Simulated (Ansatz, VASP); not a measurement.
**AlN: VASP beside Ansatz**

Contents of INCAR:

```
PREC = Accurate
ENCUT = 520
EDIFF = 1E-6
ISMEAR = 0
SIGMA = 0.05
LREAL = F
LASPH = T
NELM = 60
ALGO = Normal
ISIF = 2
LWAVE = F
LCHARG = T
GGA = PE
LELF = T
LVHAR = T
NBANDS = 11
```

The input KPOINTS:

```
regular mesh
0
Gamma
  10 10 10
```

Contents of POSCAR:

```
AlN
1.0
    0.0000000000      2.1156985656      2.3272684222
    2.1156985656      0.0000000000      2.3272684222
    2.1156985656      2.1156985656      0.0000000000
Al N
1 1
Direct
    0.0000000000      0.0000000000      0.0000000000
    0.7500000000      0.7500000000      0.7500000000
```

Input for Ansatz:

```yaml
crystal:
  lattice:
    - [0.0, 2.1156985656, 2.3272684222]
    - [2.1156985656, 0.0, 2.3272684222]
    - [2.1156985656, 2.1156985656, 0.0]
  atoms:
    - { symbol: Al, position: [0.0, 0.0, 0.0] }
    - { symbol: "N", position: [0.75, 0.75, 0.75] }
basis:
  ecutwfc: 420
kpoints:
  mp_grid: { grid: [10, 10, 10] }
hamiltonian:
  xc: pbe
scf:
  occupations: { method: gaussian, width: 0.05 }
output:
  forces: true
  stress: true
  eigenvalues: true
```

Alike in both runs: task single point; functional PBE; k mesh 10 × 10 × 10; occupations gaussian, width 0.05 eV; no spin polarisation.

|  | VASP | Ansatz |
| --- | --- | --- |
| version | VASP 6.6.1 | Ansatz 0.2.0 |
| potentials or method | VASP PAW PBE potentials, release 64 (Al, N) | scalar-relativistic, plane waves, PAW |
| plane-wave cutoff (eV) | 520 | 420 |
| valence electrons in the cell | 8 | 8 |

VASP gave:

| Property | Result |
| --- | --- |
| gap on the k mesh at the Fermi level (eV) | 3.00 |
| least direct gap on the mesh (eV) | 3.97 |
| pressure (GPa) | 3.9 |
| largest component of the traceless stress (GPa) | 11.23 |

Estimate Ansatz's values.

gap on the k mesh at the Fermi level (eV): 3.00; least direct gap on the mesh (eV): 3.96; pressure (GPa): 4.2; largest component of the traceless stress (GPa): 11.17.

With one functional, cell and mesh, what is left measures potentials, basis and numerics.

A k mesh can miss the band edges. A hybrid or GW would open this gap; PBE tends to underestimate it.
